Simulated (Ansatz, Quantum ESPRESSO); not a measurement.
# NaF(001): dielectric constant from slabs in a field, part 4 of 7

Aim: the dielectric constant along the normal from slabs of two thicknesses in a field, starting with NaF(001), 5 layers.

Quantum ESPRESSO 7.5; plane-wave DFT, PBE, GBRV ultrasoft pseudopotentials; geometry by Ansatz 0.2.0 with PAW datasets.

So far. Step 6 (Electrostatic potential, 5 layers): The slope in the vacuum is 0.100 eV/Å for an applied 0.10 V/Å, as it should be. Step 7 (Clamped-ion dielectric constant from the field inside …): ε = 0.1000 / 0.0537 = 1.86.

## (8) Relaxing the ions, 5 layers: ions relaxed in a field of 0.0 V/Å

For the ionic share, the slab is first relaxed tightly without a field, by the same code.

n5.r0.in

```
&control
  prefix = 'n5.r0'
  outdir = './out'
  pseudo_dir = './pseudo'
  nstep = 30
  forc_conv_thr = 5e-05
  calculation = 'relax'
  tefield = .true.
  dipfield = .true.
  etot_conv_thr = 1e-07
/
&system
  ibrav = 0
  nat = 10
  ntyp = 2
  ecutwfc = 40
  ecutrho = 200
  occupations = 'fixed'
  edir = 3
  emaxpos = 0.97
  eopreg = 0.04
  eamp = 0.0
/
&electrons
  conv_thr = 1e-10
  mixing_beta = 0.5
  electron_maxstep = 120
/
&ions
/
ATOMIC_SPECIES
  Na  22.9898  na_pbe_v1.5.uspp.F.UPF
  F   18.9984  f_pbe_v1.4.uspp.F.UPF
CELL_PARAMETERS angstrom
  3.32340187160000 0.00000000000000 0.00000000000000
  0.00000000000000 3.32340187160000 0.00000000000000
  0.00000000000000 0.00000000000000 25.40000000000000
ATOMIC_POSITIONS crystal
  Na  -0.000000000000 0.000000000000 0.315643956391
  F   0.500000000000 0.500000000000 0.314643257751
  Na  0.500000000000 0.500000000000 0.407349630328
  F   -0.000000000000 0.000000000000 0.407508276429
  Na  0.000000000000 0.000000000000 0.499999995190
  F   0.500000000000 0.500000000000 0.500000004652
  Na  0.500000000000 0.500000000000 0.592650361079
  F   0.000000000000 0.000000000000 0.592491731327
  Na  0.000000000000 0.000000000000 0.684356030873
  F   0.500000000000 0.500000000000 0.685356755981
K_POINTS automatic
  8 8 1 0 0 0
```

Launch:

```sh
OMP_NUM_THREADS=1 mpirun -n 8 pw.x -nk 4 -in n5.r0.in > n5.r0.out
```

Log:

```text
[banner, memory and clock lines left out]
Program PWSCF v.7.5 starts
[citation notice left out]

[...]
bravais-lattice index     =            0
     lattice parameter (alat)  =       6.2803  a.u.
     unit-cell volume          =    1893.1980 (a.u.)^3
     number of atoms/cell      =           10
     number of atomic types    =            2
     number of electrons       =        80.00
     number of Kohn-Sham states=           40
     kinetic-energy cutoff     =      40.0000  Ry
     charge density cutoff     =     200.0000  Ry
     scf convergence threshold =      1.0E-10
     mixing beta               =       0.5000
     number of iterations used =            8  plain     mixing
     energy convergence thresh.=      1.0E-07
     force convergence thresh. =      5.0E-05
     Exchange-correlation=  SLA  PW   PBX  PBC
                           (   1   4   3   4   0   0   0)
     nstep                     =           30

[...]
PseudoPot. # 1 for Na read from file:
     ./pseudo/na_pbe_v1.5.uspp.F.UPF
     Pseudo is Ultrasoft, Zval =  9.0
     Generated by new atomic code, or converted to UPF format
     Using radial grid of  819 points,  5 beta functions with:
                l(1) =   0
                l(2) =   0
                l(3) =   1
                l(4) =   1
                l(5) =   2
     Q(r) pseudized with  8 coefficients,  rinner =    1.250   1.250   1.250
                                                       1.250   1.250

     PseudoPot. # 2 for F  read from file:
     ./pseudo/f_pbe_v1.4.uspp.F.UPF
     Pseudo is Ultrasoft, Zval =  7.0
     Generated by new atomic code, or converted to UPF format
     Using radial grid of  799 points,  4 beta functions with:
                l(1) =   0
                l(2) =   0
                l(3) =   1
                l(4) =   1
     Q(r) pseudized with  8 coefficients,  rinner =    0.950   0.950   0.950

     atomic species   valence    mass     pseudopotential
     Na                9.00    22.98980     Na( 1.00)
     F                 7.00    18.99840     F ( 1.00)

     No symmetry found

[...]
number of k points=    34
[...]
Dense  grid:    90245 G-vectors     FFT dimensions: (  30,  30, 225)

     Smooth grid:    64785 G-vectors     FFT dimensions: (  25,  25, 200)

     Initial potential from superposition of free atoms

     starting charge      79.9685, renormalised to      80.0000

     negative rho (up, down):  5.922E-04 0.000E+00

     Adding external electric field

     Computed dipole along edir(3) :
        Dipole               -0.0000 Ry au,         -0.0000 Debye
        Dipole field         -0.0000 Ry au,

        Potential amp.        0.0000 Ry
        Total length         46.0791 bohr

     Starting wfcs are   45 randomized atomic wfcs

     per-process dynamical memory:    58.9 Mb

     Self-consistent Calculation

     iteration #  1     ecut=    40.00 Ry     beta= 0.50
     Davidson diagonalization with overlap
     ethr =  1.00E-02,  avg # of iterations =  1.0

     negative rho (up, down):  2.265E-04 0.000E+00

     Adding external electric field

     Computed dipole along edir(3) :
        Dipole               -0.0001 Ry au,         -0.0002 Debye
        Dipole field         -0.0000 Ry au,

        Potential amp.        0.0001 Ry
        Total length         46.0791 bohr

     total energy              =    -720.52750859 Ry
     estimated scf accuracy    <       1.34724320 Ry

     iteration #  2     ecut=    40.00 Ry     beta= 0.50
[...]
negative rho (up, down):  1.154E-04 0.000E+00

[...]
Dipole                0.0002 Ry au,          0.0004 Debye
[...]
total energy              =    -720.94382818 Ry
     estimated scf accuracy    <       0.32064395 Ry

     iteration #  3     ecut=    40.00 Ry     beta= 0.50
[...]
negative rho (up, down):  1.435E-04 0.000E+00

[...]
Dipole                0.0001 Ry au,          0.0003 Debye
[...]
total energy              =    -720.98096223 Ry
     estimated scf accuracy    <       0.01807352 Ry

     iteration #  4     ecut=    40.00 Ry     beta= 0.50
[...]
negative rho (up, down):  1.728E-04 0.000E+00

[...]
Dipole                0.0001 Ry au,          0.0002 Debye
[...]
total energy              =    -720.98324515 Ry
     estimated scf accuracy    <       0.00538543 Ry

     iteration #  5     ecut=    40.00 Ry     beta= 0.50
[...]
negative rho (up, down):  2.021E-04 0.000E+00

[...]
Dipole                0.0000 Ry au,          0.0000 Debye
[...]
total energy              =    -720.98433489 Ry
     estimated scf accuracy    <       0.00006325 Ry

     iteration #  6     ecut=    40.00 Ry     beta= 0.50
[...]
negative rho (up, down):  2.002E-04 0.000E+00

[...]
Dipole                0.0000 Ry au,          0.0000 Debye
[...]
total energy              =    -720.98417523 Ry
     estimated scf accuracy    <       0.00040708 Ry

[...]
iteration #  9     ecut=    40.00 Ry     beta= 0.50
[...]
negative rho (up, down):  2.137E-04 0.000E+00

[...]
Dipole                0.0000 Ry au,          0.0000 Debye
[...]
total energy              =    -720.98432416 Ry
     estimated scf accuracy    <       0.00000016 Ry

     iteration # 10     ecut=    40.00 Ry     beta= 0.50
[...]
negative rho (up, down):  2.141E-04 0.000E+00

[...]
Dipole                0.0000 Ry au,          0.0000 Debye
[...]
total energy              =    -720.98432420 Ry
     estimated scf accuracy    <          9.3E-10 Ry

     iteration # 11     ecut=    40.00 Ry     beta= 0.50
[...]
negative rho (up, down):  2.145E-04 0.000E+00

[...]
Dipole                0.0000 Ry au,          0.0000 Debye
[...]
total energy              =    -720.98432421 Ry
     estimated scf accuracy    <       0.00000001 Ry

     iteration # 12     ecut=    40.00 Ry     beta= 0.50
[...]
negative rho (up, down):  2.148E-04 0.000E+00

[...]
Dipole                0.0000 Ry au,          0.0000 Debye
[...]
End of self-consistent calculation

          k = 0.0000 0.0000 0.0000 (  8033 PWs)   bands (ev):

   -50.9621 -50.9621 -50.6723 -50.6667 -50.6624 -23.0591 -23.0268 -22.8748
   -22.8420 -22.8420 -22.8420 -22.8420 -22.7830 -22.6823 -22.5895 -22.5895
   -22.5732 -22.5732 -22.5575 -22.5575 -22.4266 -22.2528 -22.1839 -22.0790
   -22.0371  -4.6201  -4.4235  -4.0614  -3.8101  -3.8101  -3.7107  -3.7102
    -3.7102  -3.5565  -3.5565  -3.5103  -3.4072  -3.4072  -3.3939  -3.3939

          k = 0.0000 0.1250 0.0000 (  8085 PWs)   bands (ev):

   -50.9616 -50.9616 -50.6714 -50.6661 -50.6622 -23.0844 -23.0446 -22.9677
   -22.9342 -22.8802 -22.8403 -22.8403 -22.8100 -22.6933 -22.6593 -22.5990
   -22.5866 -22.5716 -22.5716 -22.5570 -22.2672 -22.1523 -22.1093 -22.0178
   -21.9820  -4.5886  -4.4433  -4.1537  -3.9401  -3.8230  -3.8037  -3.7487
    -3.7109  -3.6067  -3.5665  -3.5577  -3.5341  -3.4494  -3.4169  -3.4065

[...]
highest occupied level (ev):    -3.3939

!    total energy              =    -720.98432421 Ry
     estimated scf accuracy    <          1.2E-11 Ry

     The total energy is the sum of the following terms:
     one-electron contribution =   -5299.72551488 Ry
     hartree contribution      =    2671.07617784 Ry
     xc contribution           =    -119.26555837 Ry
     ewald contribution        =    2026.93057120 Ry
     electric field correction =       0.00000000 Ry

     convergence has been achieved in  12 iterations

     Forces acting on atoms (cartesian axes, Ry/au):

     atom    1 type  1   force =    -0.00000001    0.00000001   -0.00093922
     atom    2 type  2   force =     0.00000001   -0.00000000   -0.00050046
     atom    3 type  1   force =     0.00000001    0.00000001   -0.00005492
     atom    4 type  2   force =    -0.00000000   -0.00000001   -0.00003558
     atom    5 type  1   force =    -0.00000000   -0.00000001   -0.00000001
     atom    6 type  2   force =    -0.00000001    0.00000001   -0.00000004
     atom    7 type  1   force =    -0.00000001   -0.00000000    0.00005501
     atom    8 type  2   force =     0.00000001    0.00000000    0.00003552
     atom    9 type  1   force =     0.00000000    0.00000001    0.00093932
     atom   10 type  2   force =     0.00000000   -0.00000001    0.00050037

     Total force =     0.001508     Total SCF correction =     0.000006

     BFGS Geometry Optimization
     Energy error            =      2.3E-06 Ry
     Gradient error          =      9.4E-04 Ry/Bohr

     number of scf cycles    =   1
     number of bfgs steps    =   0

     energy             new  =    -720.9843242102 Ry

     new trust radius        =       0.0009393174 bohr
     new conv_thr            =            1.0E-10 Ry

ATOMIC_POSITIONS (crystal)
Na              -0.0000000022        0.0000000017        0.3156243890
F                0.5000000013        0.4999999994        0.3146328313
Na               0.5000000015        0.5000000018        0.4073484861
F               -0.0000000000       -0.0000000022        0.4075075351
Na              -0.0000000003       -0.0000000013        0.4999999950
F                0.4999999989        0.5000000014        0.5000000039
Na               0.4999999987        0.4999999992        0.5926515071
F                0.0000000014        0.0000000002        0.5924924714
Na               0.0000000003        0.0000000010        0.6843756004
F                0.5000000004        0.4999999986        0.6853671807

[...]
NEW-OLD atomic charge density approx. for the potential

     negative rho (up, down):  2.116E-04 0.000E+00

     Adding external electric field

     Computed dipole along edir(3) :
        Dipole                0.0000 Ry au,          0.0000 Debye
        Dipole field          0.0000 Ry au,

        Potential amp.       -0.0000 Ry
        Total length         46.0791 bohr

     per-process dynamical memory:    75.6 Mb

[...]
!    total energy              =    -720.98432645 Ry
[...]
Total force =     0.001459     Total SCF correction =     0.000024
[...]
number of bfgs steps    =   1
[...]
energy             new  =    -720.9843264527 Ry
[...]
WARNING: bfgs curvature condition failed, Theta= 0.828
     new trust radius        =       0.0010332492 bohr
[...]
!    total energy              =    -720.98432884 Ry
[...]
Total force =     0.001400     Total SCF correction =     0.000005
[...]
number of bfgs steps    =   2
[...]
energy             new  =    -720.9843288378 Ry
[...]
new trust radius        =       0.0015498737 bohr
[...]
!    total energy              =    -720.98433232 Ry
[...]
Total force =     0.001327     Total SCF correction =     0.000008
[...]
number of bfgs steps    =   3
[...]
energy             new  =    -720.9843323249 Ry
[...]
new trust radius        =       0.0023248106 bohr
[...]
!    total energy              =    -720.98439885 Ry
[...]
Total force =     0.000242     Total SCF correction =     0.000004
[...]
number of bfgs steps    =  16
[...]
energy             new  =    -720.9843988535 Ry
[...]
new trust radius        =       0.0018809640 bohr
[...]
iteration #  6     ecut=    40.00 Ry     beta= 0.50
[...]
negative rho (up, down):  2.181E-04 0.000E+00

[...]
Dipole                0.0000 Ry au,          0.0000 Debye
[...]
End of self-consistent calculation

          k = 0.0000 0.0000 0.0000 (  8033 PWs)   bands (ev):

   -50.9684 -50.9684 -50.6786 -50.6738 -50.6692 -23.0521 -23.0248 -22.8622
   -22.8477 -22.8477 -22.8477 -22.8477 -22.7820 -22.6830 -22.5944 -22.5944
   -22.5793 -22.5793 -22.5635 -22.5635 -22.4192 -22.2466 -22.1899 -22.0819
   -22.0444  -4.6057  -4.4092  -4.0503  -3.7930  -3.7930  -3.7042  -3.6962
    -3.6962  -3.5456  -3.5456  -3.5024  -3.4036  -3.4036  -3.3899  -3.3899

          k = 0.0000 0.1250 0.0000 (  8085 PWs)   bands (ev):

   -50.9679 -50.9679 -50.6777 -50.6733 -50.6690 -23.0758 -23.0412 -22.9629
   -22.9375 -22.8775 -22.8460 -22.8460 -22.8119 -22.6984 -22.6632 -22.6043
   -22.5915 -22.5782 -22.5776 -22.5630 -22.2625 -22.1470 -22.1132 -22.0200
   -21.9881  -4.5735  -4.4276  -4.1406  -3.9255  -3.8123  -3.7869  -3.7373
    -3.6969  -3.6012  -3.5553  -3.5532  -3.5273  -3.4435  -3.4132  -3.4026

[...]
-22.5959 -
```

The job ended after 5.3 min (8 MPI ranks of Arm Neoverse V2, shared host; peak memory 0.85 GiB; 42 min of CPU time).

Step by step:

| step | energy less that of the first step (eV) | largest force (eV/Å) |
| --- | --- | --- |
| 1 | 0.0000 | 0.0242 |
| 2 | 0.0000 | 0.0228 |
| 3 | -0.0001 | 0.0214 |
| 4 | -0.0001 | 0.0193 |
| 5 | -0.0002 | 0.0165 |
| 6 | -0.0003 | 0.0146 |
| 7 | -0.0004 | 0.0147 |
| 8 | -0.0005 | 0.0144 |
| 9 | -0.0007 | 0.0155 |
| 10 | -0.0007 | 0.0162 |
| 11 | -0.0008 | 0.0165 |
| 12 | -0.0009 | 0.0161 |
| 13 | -0.0010 | 0.0132 |
| 14 | -0.0010 | 0.0095 |
| 15 | -0.0010 | 0.0080 |
| 16 | -0.0010 | 0.0054 |
| 17 | -0.0010 | 0.0034 |
| 18 | -0.0010 | 0.0021 |
| 19 | -0.0010 | 0.0019 |
| 20 | -0.0010 | 0.0014 |
| 21 | -0.0010 | 0.0007 |

The atoms that moved most (Å):

| atom | dx | dy | dz | length |
| --- | --- | --- | --- | --- |
| Na9 | 0.000 | 0.000 | 0.027 | 0.027 |
| Na1 | 0.000 | 0.000 | -0.027 | 0.027 |
| F2 | 0.000 | 0.000 | -0.026 | 0.026 |
| F10 | 0.000 | 0.000 | 0.026 | 0.026 |
| F4 | 0.000 | 0.000 | -0.014 | 0.014 |
| F8 | 0.000 | 0.000 | 0.014 | 0.014 |
| Na7 | 0.000 | 0.000 | 0.013 | 0.013 |
| Na3 | 0.000 | 0.000 | -0.013 | 0.013 |

Final coordinates:

```
CELL_PARAMETERS angstrom
3.32340 0.00000 0.00000
0.00000 3.32340 0.00000
0.00000 0.00000 25.40000
ATOMIC_POSITIONS crystal
Na 0.00000 0.00000 0.31458
F 0.50000 0.50000 0.31363
Na 0.50000 0.50000 0.40682
F 0.00000 0.00000 0.40697
Na 0.00000 0.00000 0.50000
F 0.50000 0.50000 0.50000
Na 0.50000 0.50000 0.59318
F 0.00000 0.00000 0.59303
Na 0.00000 0.00000 0.68542
F 0.50000 0.50000 0.68637
```

This step gave:

```
free energy                    : -9809.4925 eV
dipole along the normal        : 0 e·Å
valence top, on the run's zero : -3.389 eV
```

## (9) Electrostatic potential, 5 layers

n5.r0.pot.in

```
&inputpp
  prefix = 'n5.r0'
  outdir = './out'
  filplot = 'n5.r0.pot.dat'
  plot_num = 11
/
```

Launch:

```sh
OMP_NUM_THREADS=1 mpirun -n 8 pp.x -in n5.r0.pot.in > n5.r0.pot.out
```

Wall time 0.78 s (8 MPI ranks); peak memory 0.11 GiB; 5.4 s of CPU time.

Read from the output:

```
slope of the potential above                                          : -1.67e-4 eV/Å
upper vacuum line continued to the top atoms, over the valence top    : 6.790 eV
slope of the potential below                                          : 1.41e-4 eV/Å
lower vacuum line continued to the bottom atoms, over the valence top : 6.790 eV
vacuum level at the upper face over the valence top of the mesh       : 6.789 eV
vacuum level at the lower face over the valence top of the mesh       : 6.789 eV
```

[end of part 4 of 7]

[Logs are printed without paths, hosts, clocks, repeated set-up lines and the standing remarks that a program may print on its own settings, such as how far it seeks lower states.]

[Hosts, paths, dates, database ids (printed as entryN), source tags and the programs' standing remarks are cut or masked in the printed files.]

[Maps of the electrostatic potential energy from Ansatz leave out the sawtooth potential of an applied field or a dipole correction, so their vacuum need not be flat; planar profiles and work functions include it.]
